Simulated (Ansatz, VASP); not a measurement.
# SnO: VASP beside Ansatz

```
Sn O
1.0
     3.10341    0.00000    0.00000
     0.00000    3.10341    0.00000
     0.00000    0.00000    3.10341
Sn O
1 1
Direct
  0.00000 0.00000 0.00000
  0.50000 0.50000 0.50000
```

The cell was built by a generator and needn't be a form met in nature.

Alike in both runs: task single point; functional PBE; k mesh 6 × 6 × 6; no spin polarisation.

|  | VASP | Ansatz |
| --- | --- | --- |
| version | VASP 6.6.1 | Ansatz 0.2.0 |
| potentials or method | VASP PAW PBE potentials, release 64 (Sn_d, O) | plane waves, PAW |
| plane-wave cutoff (eV) | 520 | 420 |
| occupations | gaussian, width 0.01 eV | fixed |
| valence electrons in the cell | 20 | 20 |

VASP gave:

| Property | Result |
| --- | --- |
| gap on the k mesh at the Fermi level (eV) | 0.20 |
| pressure (GPa) | 3.2 |

Question: What did Ansatz give for the same quantities?

Answer: gap on the k mesh at the Fermi level (eV): 0.21; pressure (GPa): 3.3.

Caveats: spin-orbit coupling is left out, which moves the levels of the heavy elements. A k mesh can miss the band edges. As with any semilocal functional, this PBE gap is likely too small.
